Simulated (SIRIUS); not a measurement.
Runs of SIRIUS 7.12.0 on BN. Symmetry: P6_3mc, No. 186, hexagonal system. Conventional cell: a = 2.554 Å, b = 2.554 Å, c = 4.227 Å, α = 90.00°, β = 90.00°, γ = 120.00°. Around N (site symmetry 3m) lie 4 B at 1.57 to 1.58 Å. Around B (site symmetry 3m) lie 4 N at 1.57 to 1.58 Å. Measurements of this composition are mostly on another form, of space group No. 194.

```csv
task,level,cutoff (eV),muffin tin radii,basis cutoff (gk_cutoff),cutoff of density and potential (pw_cutoff),smallest sphere radius times basis cutoff,reference energy of the basis,gap on the mesh (eV),V0 of scaled cells (Å³/atom),B0 (GPa),largest force (eV/Å)
equation of state,PBEsol,361,"B 1.49, N 1.36 bohr",5.15 1/bohr,27 1/bohr,7,-,-,5.87,(b),-
equation of state,LDA,361,"B 1.49, N 1.36 bohr",5.15 1/bohr,27 1/bohr,7,-,-,5.76,402,-
band structure,PBEsol,346,"B 1.52, N 1.39 bohr",5.04 1/bohr,26 1/bohr,7.01,0.36 Ha,4.98,-,-,(a)
band structure,LDA,346,"B 1.52, N 1.39 bohr",5.04 1/bohr,26 1/bohr,7.01,0.36 Ha,4.98,-,-,0.02
```

Alike in all rows: potentials or basis all-electron FP-LAPW, apw+lo standard; no spin polarisation; cell as given; k mesh 12 × 12 × 6; smearing fermi-dirac 0.05 eV.

**Question.** Estimate the missing entries.

**Answer.** (a) 0.01; (b) 386.

Caveats: the cell was scaled at fixed shape and fractional positions, which overstates the stiffness of a crystal with free parameters, most of all of layers and chains (some runs).

A k mesh can miss the band edges.

Not every run made on this cell is shown here.
